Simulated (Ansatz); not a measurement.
Crystal: ZrB2.

```
CELL_PARAMETERS angstrom
3.17000 0.00000 0.00000
-1.58500 2.74530 0.00000
0.00000 0.00000 3.53300
ATOMIC_POSITIONS crystal
Zr 0.00000 0.00000 0.00000
B 0.66667 0.33333 0.50000
B 0.33333 0.66667 0.50000
```

| Item | Value |
| --- | --- |
| Program | Ansatz 0.2.0 |
| Task | relaxation of cell and atoms |
| Functional | PBE |
| Dispersion | D3(BJ) |
| Potentials or basis | Ansatz PAW |
| Cutoff | 420 eV (not typed: the program's choice for these potentials) |
| k mesh | 10 × 10 × 8 |
| Occupations | fermi-dirac, width 0.05 eV |
| Spin | no spin polarisation |

At the start: volume 10.25 Å³/atom.

Q: Where does the relaxation end?

A: It ends after 6 steps and the volume is 10.02 Å³/atom (-2.2 %); space group P6/mmm (No. 191, to 0.05 Å).

Step by step:
```tsv
step	energy change (eV)	largest force (eV/Å)	volume (Å³)
1	0.0000	0.0000	30.75
2	-0.0102	0.0000	29.81
3	-0.0127	0.0000	30.06
4	-0.0128	0.0000	30.07
5	-0.0128	0.0000	30.07
6	-0.0121	0.0000	30.07
```

Final structure:
```
Zr B
1.0
     3.14360    0.00000    0.00000
    -1.57180    2.72244    0.00000
     0.00000    0.00000    3.51302
Zr B
1 2
Cartesian
  0.0000 0.0000 0.0000
  1.5718 0.9075 1.7565
  0.0000 1.8150 1.7565
```

Caveat: the plane-wave basis is chosen anew once the cell has moved, so the energies of steps on either side of that aren't comparable; pairwise dispersion overbinds metals, which lowers pressure and volume.
